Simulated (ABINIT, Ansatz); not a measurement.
# Quasiparticle gap of SiC (Moissanite) in ABINIT, part 2 of 3

Aim: the G0W0 gap of SiC (Moissanite) on PBE, step by step.

ABINIT 10.8.3; PBE and many-body steps on it, plane waves. Known limits of the many-body steps: not at the basis limit.

So far. Step 2 (Ground state): The gap is indirect, with the least direct gap 1.75 eV higher.

## Step 3: Bands along the symmetry lines

Level of this step: DFT, PBE, plane waves, norm-conserving pseudopotentials (ABINIT).

The cheap functional maps the bands first; the places of the edges decide which points the dearer methods must see.

run.abi

```
acell 3*1.0 Angstrom
rprim 
  3.075999999976 0.000000000005 0.000000000000
  -1.537999999993 2.663894142018 0.000000000000
  0.000000000000 0.000000000000 5.048000000000
ntypat 2
znucl 14 6
natom 4
typat 1 1 2 2
xred 
  0.333333333333 0.666666666667 0.000000000000
  0.666666666667 0.333333333333 0.500000000000
  0.333333333333 0.666666666667 0.385000000000
  0.666666666667 0.333333333333 0.885000000000
pp_dirpath "pseudos"
pseudos "Si.upf, C.upf"
ecut 37
iscf -2
irdden 1
kptopt 0
nkpt 75
kpt 
  0.00000000 0.00000000 0.00000000
  0.06250000 0.00000000 0.00000000
  0.12500000 0.00000000 0.00000000
  0.18750000 0.00000000 0.00000000
  0.25000000 0.00000000 0.00000000
  0.31250000 0.00000000 0.00000000
  0.37500000 0.00000000 0.00000000
  0.43750000 0.00000000 0.00000000
  0.50000000 0.00000000 0.00000000
  0.47916667 0.04166667 0.00000000
  0.45833333 0.08333333 0.00000000
  0.43750000 0.12500000 0.00000000
  0.41666666 0.16666666 0.00000000
  0.39583333 0.20833333 0.00000000
  0.37500000 0.25000000 0.00000000
  0.35416666 0.29166666 0.00000000
  0.33333333 0.33333333 0.00000000
  0.29166666 0.29166666 0.00000000
  0.25000000 0.25000000 0.00000000
  0.20833333 0.20833333 0.00000000
  0.16666666 0.16666666 0.00000000
  0.12500000 0.12500000 0.00000000
  0.08333333 0.08333333 0.00000000
  0.04166667 0.04166667 0.00000000
  0.00000000 0.00000000 0.00000000
  0.00000000 0.00000000 0.06250000
  0.00000000 0.00000000 0.12500000
  0.00000000 0.00000000 0.18750000
  0.00000000 0.00000000 0.25000000
  0.00000000 0.00000000 0.31250000
  0.00000000 0.00000000 0.37500000
  0.00000000 0.00000000 0.43750000
  0.00000000 0.00000000 0.50000000
  0.06250000 0.00000000 0.50000000
  0.12500000 0.00000000 0.50000000
  0.18750000 0.00000000 0.50000000
  0.25000000 0.00000000 0.50000000
  0.31250000 0.00000000 0.50000000
  0.37500000 0.00000000 0.50000000
  0.43750000 0.00000000 0.50000000
  0.50000000 0.00000000 0.50000000
  0.47916667 0.04166667 0.50000000
  0.45833333 0.08333333 0.50000000
  0.43750000 0.12500000 0.50000000
  0.41666666 0.16666666 0.50000000
  0.39583333 0.20833333 0.50000000
  0.37500000 0.25000000 0.50000000
  0.35416666 0.29166666 0.50000000
  0.33333333 0.33333333 0.50000000
  0.29166666 0.29166666 0.50000000
  0.25000000 0.25000000 0.50000000
  0.20833333 0.20833333 0.50000000
  0.16666666 0.16666666 0.50000000
  0.12500000 0.12500000 0.50000000
  0.08333333 0.08333333 0.50000000
  0.04166667 0.04166667 0.50000000
  0.00000000 0.00000000 0.50000000
  0.50000000 0.00000000 0.50000000
  0.50000000 0.00000000 0.43750000
  0.50000000 0.00000000 0.37500000
  0.50000000 0.00000000 0.31250000
  0.50000000 0.00000000 0.25000000
  0.50000000 0.00000000 0.18750000
  0.50000000 0.00000000 0.12500000
  0.50000000 0.00000000 0.06250000
  0.50000000 -0.00000000 0.00000000
  0.33333333 0.33333333 0.50000000
  0.33333333 0.33333333 0.43750000
  0.33333333 0.33333333 0.37500000
  0.33333333 0.33333333 0.31250000
  0.33333333 0.33333333 0.25000000
  0.33333333 0.33333333 0.18750000
  0.33333333 0.33333333 0.12500000
  0.33333333 0.33333333 0.06250000
  0.33333333 0.33333333 0.00000000
istwfk *1
nband 15
nbdbuf 2
tolwfr 1e-08
nstep 40
prtwf 0
prtvol 0
indata_prefix "in"
outdata_prefix "out"
tmpdata_prefix "tmp"
```

Command:

```console
> OMP_NUM_THREADS=1 mpirun -n 4 abinit run.abi > log
```

Numbers of over 12 decimals in the logs are rounded to 6 here.

The log of the run:

```text
.Version 10.8.3 of ABINIT. v10.8.2 released Aug 2026.

 Symmetries : space group P6_3 m c (#186); Bravais hP (primitive hexag.)
[... echo of the input left out ...]
== DATASET  1 ==================================================================
-   mpi_nproc: 4, omp_nthreads: 1 (-1 if OMP is not activated)

--- !DatasetInfo
iteration_state: {dtset: 1, }
dimensions: {natom: 4, nkpt: 75, mband: 15, nsppol: 1, nspinor: 1, nspden: 1, mpw: 3033, }
cutoff_energies: {ecut:  37.0, pawecutdg:  -1.0, }
electrons: {nelect:   1.60000000E+01, charge:   0.00000000E+00, occopt:   1.00000000E+00, tsmear:   1.00000000E-02, }

 Real(R)+Recip(G) space primitive vectors, cartesian coordinates (Bohr,Bohr^-1):
 R(1)=  5.8127976  0.0000000  0.0000000  G(1)=  0.1720342  0.0993240  0.0000000
 R(2)= -2.9063988  5.0340304  0.0000000  G(2)=  0.0000000  0.1986480  0.0000000
 R(3)=  0.0000000  0.0000000  9.5393375  G(3)=  0.0000000  0.0000000  0.1048291
 Unit cell volume ucvol=  2.7913818E+02 bohr^3
 Angles (23,13,12)=  9.00000000E+01  9.00000000E+01  1.20000000E+02 degrees

 getcut: wavevector=  0.0000  0.0000  0.0000  ngfft=  32  32  54
         ecut(hartree)=     37.000   => boxcut(ratio)=   2.01048

--- Pseudopotential description ------------------------------------------------
- Si Generated using ONCVPSP code by D. R. Hamann
- 14.00000   4.00000  171031                  znucl, zion, pspdat
12 -101130 2 -1 1510                          pspcod,pspxc,lmax,lloc,mmax
     nproj     2     2     2
  pspatm : epsatm=    9.34321561
         --- l  ekb(1:nproj) -->
             0    5.168965    0.829883
             1    2.571282    0.578307
             2   -2.427311   -0.488097
 pspatm: atomic psp has been read  and splines computed

- C Generated using ONCVPSP code by D. R. Hamann
-  6.00000   4.00000  171031                  znucl, zion, pspdat
12 -101130 1 -1 1248                          pspcod,pspxc,lmax,lloc,mmax
     nproj     2     2     0
  pspatm : epsatm=    4.31346680
         --- l  ekb(1:nproj) -->
[...]
pspatm: atomic psp has been read  and splines computed

--------------------------------------------------------------------------------

================================================================================
 prteigrs : about to open file out_EIG
 Non-SCF case, kpt    1 (  0.00000  0.00000  0.00000), residuals and eigenvalues=
  2.38E-09  2.87E-09  8.22E-09  1.38E-09  9.38E-09  2.51E-09  8.99E-09  3.53E-09
  5.47E-09  5.49E-09  7.64E-09  8.89E-09  8.82E-09  9.04E-09  7.26E-08
 -3.1576E-01 -1.8705E-01 -5.7430E-02  2.0511E-01  2.0511E-01  2.5223E-01
  2.5223E-01  2.6234E-01  4.3211E-01  4.8352E-01  5.0154E-01  5.0154E-01
[...]
Non-SCF case, kpt    2 (  0.06250  0.00000  0.00000), residuals and eigenvalues=
  2.69E-09  3.36E-09  5.36E-09  6.57E-09  5.77E-09  9.70E-09  7.08E-09  2.12E-09
[...]
Non-SCF case, kpt   74 (  0.33333  0.33333  0.06250), residuals and eigenvalues=
[...]
Non-SCF case, kpt   75 (  0.33333  0.33333  0.00000), residuals and eigenvalues=
[...]
-1.5000E-01 -1.5000E-01  7.3173E-03  2.3247E-02  2.3247E-02  1.1093E-01
  1.1381E-01  1.1381E-01  3.4794E-01  5.5576E-01  5.8007E-01  5.8007E-01
[...]
--- !ResultsGS
iteration_state: {dtset: 1, }
comment   : Summary of ground state results
lattice_vectors:
- [  5.8127976,   0.0000000,   0.0000000, ]
- [ -2.9063988,   5.0340304,   0.0000000, ]
- [  0.0000000,   0.0000000,   9.5393375, ]
lattice_lengths: [   5.81280,    5.81280,    9.53934, ]
lattice_angles: [ 90.000,  90.000, 120.000, ] # degrees, (23, 13, 12)
lattice_volume:   2.7913818E+02
convergence: {deltae:  0.000E+00, res2:  0.000E+00, residm:  9.995E-09, diffor:  0.000E+00, }
etotal    :  -2.05374939E+01
entropy   :   0.00000000E+00
fermie    :   2.62342056E-01
cartesian_stress_tensor: null
pressure_GPa: null
xred      :
- [  3.3333E-01,   6.6667E-01,   0.0000E+00, Si]
- [  6.6667E-01,   3.3333E-01,   5.0000E-01, Si]
- [  3.3333E-01,   6.6667E-01,   3.8500E-01,  C]
- [  6.6667E-01,   3.3333E-01,   8.8500E-01,  C]
cartesian_forces: null
force_length_stats: {min: null, max: null, mean: null, }

 Integrated electronic density in atomic spheres:
 ------------------------------------------------
 Atom  Sphere_radius  Integrated_density
[...]
================================================================================

 ----iterations are completed or convergence reached----

 Mean square residual over all n,k,spin=   52.724E-10; max=  99.955E-10
 reduced coordinates (array xred) for    4 atoms
[...]
0.333333333333      0.666666666667      0.385000000000
       0.666666666667      0.333333333333      0.885000000000

 cartesian coordinates (angstrom) at end:
    1     -3.33e-12     1.775929     0.000000
    2      1.538000     0.887965     2.524000
    3     -3.33e-12     1.775929     1.943480
    4      1.538000     0.887965     4.467480
 length scales=  1.889726125908  1.889726125908  1.889726125908 bohr
              =  1.000000000000  1.000000000000  1.000000000000 angstroms
 prteigrs : about to open file out_EIG
 Eigenvalues (hartree) for nkpt=  75  k points:
 kpt#   1, nband= 15, wtk=  1.00000, kpt=  0.0000  0.0000  0.0000 (reduced coord)
[...]
kpt#   2, nband= 15, wtk=  1.00000, kpt=  0.0625  0.0000  0.0000 (reduced coord)
[...]
kpt#   3, nband= 15, wtk=  1.00000, kpt=  0.1250  0.0000  0.0000 (reduced coord)
[...]
kpt#  74, nband= 15, wtk=  1.00000, kpt=  0.3333  0.3333  0.0625 (reduced coord)
  -0.14965   -0.14965    0.00797    0.02019    0.02019    0.10915    0.11778    0.11778
   0.35100    0.55529    0.56756    0.56756    0.61408    0.61408    0.68829
 kpt#  75, nband= 15, wtk=  1.00000, kpt=  0.3333  0.3333  0.0000 (reduced coord)
  -0.15000   -0.15000    0.00732    0.02325    0.02325    0.11093    0.11381    0.11381
   0.34794    0.55576    0.58007    0.58007    0.60707    0.60707    0.68412

== END DATASET(S) ==============================================================
================================================================================

 -outvars: echo values of variables after computation  --------
            nband          15
             nkpt          75
          spgroup         186
 [... the other variables as echoed above ...]

 Calculation completed.
```

Elapsed: 12 s, on 4 MPI ranks of Intel Xeon Platinum 8488C (Sapphire Rapids), shared host; peak memory 0.33 GiB.

Numbers from this step:

- gap: 2.329 eV
- k of the valence top: 0, 0, 0
- k of the conduction bottom: 0.3333, 0.3333, 0
- least direct gap: 4.083 eV

The gap is 2.329 eV, as in the run before at this level.

Electronic bands along the path, in eV, zero at the top of the highest filled band; v1 is the highest filled band, c1 the lowest empty one:

```
    point     v4     v3     v2     v1    c1    c2    c3    c4
        Γ  -1.56  -0.28  -0.28   0.00  4.62  6.02  6.51  6.51
  halfway  -3.22  -2.75  -0.93  -0.90  3.89  5.73  6.97  7.71
        M  -5.44  -3.55  -3.26  -1.49  2.60  4.20  6.75  7.21
  halfway  -5.48  -4.79  -3.34  -2.83  3.26  4.96  7.50  8.29
        K  -6.51  -4.12  -4.04  -4.04  2.33  7.98  8.65  8.65
  halfway  -4.36  -3.07  -1.73  -1.17  5.10  5.66  6.81  6.96
        Γ  -1.56  -0.28  -0.28   0.00  4.62  6.02  6.51  6.51
  halfway  -1.39  -1.39  -0.49  -0.49  4.90  6.63  6.63  6.85
        A  -0.97  -0.97  -0.97  -0.97  5.71  5.71  7.17  7.17
  halfway  -3.07  -3.07  -1.96  -1.96  4.36  4.36  7.13  7.13
        L  -2.69  -2.69  -2.34  -2.34  3.17  3.17  5.00  5.00
  halfway  -4.46  -4.46  -1.95  -1.95  4.12  4.12  6.12  6.12
        H  -5.86  -5.86  -1.75  -1.75  4.82  4.82  5.97  5.97
  halfway  -3.19  -3.19  -2.64  -2.64  5.03  5.03  7.34  7.34
        A  -0.97  -0.97  -0.97  -0.97  5.71  5.71  7.17  7.17
jump to L  -2.69  -2.69  -2.34  -2.34  3.17  3.17  5.00  5.00
  halfway  -4.17  -3.32  -2.34  -1.90  2.93  3.18  6.41  6.84
        M  -5.44  -3.55  -3.26  -1.49  2.60  4.20  6.75  7.21
jump to H  -5.86  -5.86  -1.75  -1.75  4.82  4.82  5.97  5.97
  halfway  -6.66  -4.76  -2.85  -2.85  3.52  6.34  6.34  7.68
        K  -6.51  -4.12  -4.04  -4.04  2.33  7.98  8.65  8.65
```

## Step 4: Empty states on the mesh, 6×6×4 mesh, 553 bands

The sums over transitions need many empty states on a uniform mesh; this step solves for them.

run.abi

```
acell 3*1.0 Angstrom
rprim 
  3.075999999976 0.000000000005 0.000000000000
  -1.537999999993 2.663894142018 0.000000000000
  0.000000000000 0.000000000000 5.048000000000
ntypat 2
znucl 14 6
natom 4
typat 1 1 2 2
xred 
  0.333333333333 0.666666666667 0.000000000000
  0.666666666667 0.333333333333 0.500000000000
  0.333333333333 0.666666666667 0.385000000000
  0.666666666667 0.333333333333 0.885000000000
pp_dirpath "pseudos"
pseudos "Si.upf, C.upf"
ecut 37
ngkpt 6 6 4
nshiftk 1
shiftk 0 0 0
kptopt 1
chksymbreak 0
irdden 1
istwfk *1
nband 553
prtvol 0
optdriver 6
gwr_task "HDIAGO"
paral_kgb 0
occopt 1
indata_prefix "in"
outdata_prefix "out"
tmpdata_prefix "tmp"
```

The log of the run:

```text
[banner, memory and clock lines left out]
.Version 10.8.3 of ABINIT. v10.8.2 released Aug 2026.

 Symmetries : space group P6_3 m c (#186); Bravais hP (primitive hexag.)
[... echo of the input left out ...]
== DATASET  1 ==================================================================
-   mpi_nproc: 4, omp_nthreads: 1 (-1 if OMP is not activated)

--- !DatasetInfo
iteration_state: {dtset: 1, }
dimensions: {natom: 4, nkpt: 21, mband: 553, nsppol: 1, nspinor: 1, nspden: 1, mpw: 3018, }
cutoff_energies: {ecut:  37.0, pawecutdg:  -1.0, }
electrons: {nelect:   1.60000000E+01, charge:   0.00000000E+00, occopt:   1.00000000E+00, tsmear:   1.00000000E-02, }

.Using double precision arithmetic; gwpc =  8

- Reading GS density from: in_DEN

--- Pseudopotential description ------------------------------------------------
- Si Generated using ONCVPSP code by D. R. Hamann
- 14.00000   4.00000  171031                  znucl, zion, pspdat
12 -101130 2 -1 1510                          pspcod,pspxc,lmax,lloc,mmax
     nproj     2     2     2
  pspatm : epsatm=    9.34321561
         --- l  ekb(1:nproj) -->
             0    5.168965    0.829883
             1    2.571282    0.578307
             2   -2.427311   -0.488097
 pspatm: atomic psp has been read  and splines computed

- C Generated using ONCVPSP code by D. R. Hamann
-  6.00000   4.00000  171031                  znucl, zion, pspdat
12 -101130 1 -1 1248                          pspcod,pspxc,lmax,lloc,mmax
     nproj     2     2     0
  pspatm : epsatm=    4.31346680
         --- l  ekb(1:nproj) -->
             0    6.481548    0.385504
             1   -4.199961   -0.877517
 pspatm: atomic psp has been read  and splines computed

   4.37013837E+02                                ecore*ucvol(ha*bohr**3)

 Total charge density [el/Bohr^3]
)     Maximum=    2.8092E-01  at reduced coord.    0.7813    0.4063    0.9074
)     Minimum=    1.9281E-03  at reduced coord.    0.3125    0.6563    0.0000
   Integrated=    1.6000E+01

 === KS gaps after direct diagonalization ===
 Indirect band gap semiconductor
 Fundamental gap:     2.329 (eV)
   VBM:     7.139 (eV) at k: [ 0.0000E+00,  0.0000E+00,  0.0000E+00]
   CBM:     9.468 (eV) at k: [ 3.3333E-01,  3.3333E-01,  0.0000E+00]
 Direct gap:         4.083 (eV) at k: [ 5.0000E-01,  0.0000E+00,  0.0000E+00]

== END DATASET(S) ==============================================================

 -outvars: echo values of variables after computation  --------
           etotal      0.0000000000E+00
            nband         553
             nkpt          21
          spgroup         186
 [... the other variables as echoed above ...]

 Calculation completed.
```

The job ended after 84 s (4 MPI ranks; peak memory 2.3 GiB).

Numbers from this step:

| Item | Value |
| --- | --- |
| gap | 2.329 eV |
| k of the valence top | 0, 0, 0 |
| k of the conduction bottom | 0.3333, 0.3333, 0 |
| least direct gap | 4.083 eV |
| k points computed | 21 |
| lowest point of the top converged band, above the valence top | 296.1067 eV |

On this mesh the gap is 2.329 eV.

## Step 5: Screening, 6×6×4 mesh, 545 bands, screening to 381 eV

The RPA dielectric matrix is built and inverted for each q.

This step: RPA screening on PBE, plane waves, norm-conserving pseudopotentials.

Edit run.abi of step 4 so:

```diff
@@ -22,10 +22,11 @@
 chksymbreak 0
-irdden 1
 istwfk *1
-nband 553
-prtvol 0
-optdriver 6
-gwr_task "HDIAGO"
-paral_kgb 0
 occopt 1
+irdwfk 1
+optdriver 3
+nband 545
+ecuteps 14
+inclvkb 2
+awtr 1
+symchi 1
 indata_prefix "in"
```

The log of the run:

```text
.Version 10.8.3 of ABINIT. v10.8.2 released Aug 2026.

 Symmetries : space group P6_3 m c (#186); Bravais hP (primitive hexag.)
[... echo of the input left out ...]
== DATASET  1 ==================================================================
-   mpi_nproc: 4, omp_nthreads: 1 (-1 if OMP is not activated)

--- !DatasetInfo
iteration_state: {dtset: 1, }
dimensions: {natom: 4, nkpt: 21, mband: 545, nsppol: 1, nspinor: 1, nspden: 1, mpw: 3018, }
cutoff_energies: {ecut:  37.0, pawecutdg:  -1.0, }
electrons: {nelect:   1.60000000E+01, charge:   0.00000000E+00, occopt:   1.00000000E+00, tsmear:   1.00000000E-02, }

 SCREENING: Calculation of the susceptibility and dielectric matrices

 Based on a program developped by R.W. Godby, V. Olevano, G. Onida, and L. Reining.
 Incorporated in ABINIT by V. Olevano, G.-M. Rignanese, and M. Torrent.
.Using double precision arithmetic ; gwpc =  8

[... cell and pseudopotentials left out ...]
--------------------------------------------------------------------------------

 ==== K-mesh for the wavefunctions ====
 Number of points in the irreducible wedge :    21
[... list of points left out ...]
 Together with 12 symmetry operations and time-reversal symmetry
 yields   144 points in the full Brillouin Zone.

 ==== Q-mesh for the screening function ====
 Number of points in the irreducible wedge :    21
[... list of points left out ...]
 Together with 12 symmetry operations and time-reversal symmetry
 yields   144 points in the full Brillouin Zone.

 setmesh: FFT mesh size selected  =    27x   27x   48
          total number of points  =        34992

 vcoul_init : cutoff-mode = AUXILIARY_FUNCTION
 q-points for optical limit:   1
     1)      0.000010    0.000020    0.000030

- screening: taking advantage of time-reversal symmetry
- Maximum band index for partially occupied states nbvw = 8
- Remaining bands to be divided among processors   nbcw = 537
- Number of bands treated by each node ~134

 Number of electrons calculated from density =   16.0000; Expected =   16.0000
 average of density, n =  0.057319
 r_s =    1.6089
 omega_plasma =   23.0944 [eV]

 calculating chi0 at frequencies [eV] :
  1    0.000000E+00    0.000000E+00
  2    0.000000E+00    2.309436E+01

--------------------------------------------------------------------------------
  q-point number  1        q = ( 0.000000, 0.000000, 0.000000) [r.l.u.]
--------------------------------------------------------------------------------
[... chi0 elements left out ...]
 For q-point:  0.000010 0.000020 0.000030
  dielectric constant =   6.8427
  dielectric constant without local fields =   7.4947

  Average fulfillment of the sum rule on Im[epsilon] for q-point    1 :     97.57  [%]
[... wings left out ...]
  q-point number  2        q = ( 0.166667, 0.000000, 0.000000) [r.l.u.]
--------------------------------------------------------------------------------
[... chi0 elements left out ...]
  Average fulfillment of the sum rule on Im[epsilon] for q-point    2 :     98.04  [%]

 [... 19 further q-points ...]
```

Wall time 29 min (4 MPI ranks); peak memory 7.9 GiB.

Numbers from this step:

```
ε∞ with local fields, on this mesh, along the program's q direction : 6.843
the same without local fields                                       : 7.495
plasma frequency                                                    : 23.09 eV
plane waves in the screening matrix                                 : 701
```

Local fields lower ε∞ by 9 %.

(Continued in part 3 of 3.)

[Paths, hosts, dates, memory and timing lines, banners, echoed tables and standing remarks are left out of the program output.]

[Logs are printed without paths, hosts, clocks, repeated set-up lines and the standing remarks that a program may print on its own settings, such as how far it seeks lower states.]

[Runs of the session that timed out or met a known fault of the program may be left out.]

[Hosts, paths, dates, database ids (printed as entryN), source tags and the programs' standing remarks are cut or masked in the printed files.]

[G0W0 gaps are taken among the corrected bands and points alone; a level outside them can change the order at an edge.]

[Where Ansatz stands beside ABINIT at settings called matched, ABINIT's density can come from a denser mesh and the files from another edition; pairs whose starting gaps differed by over 0.03 eV were left out, so agreement reads better than it is.]
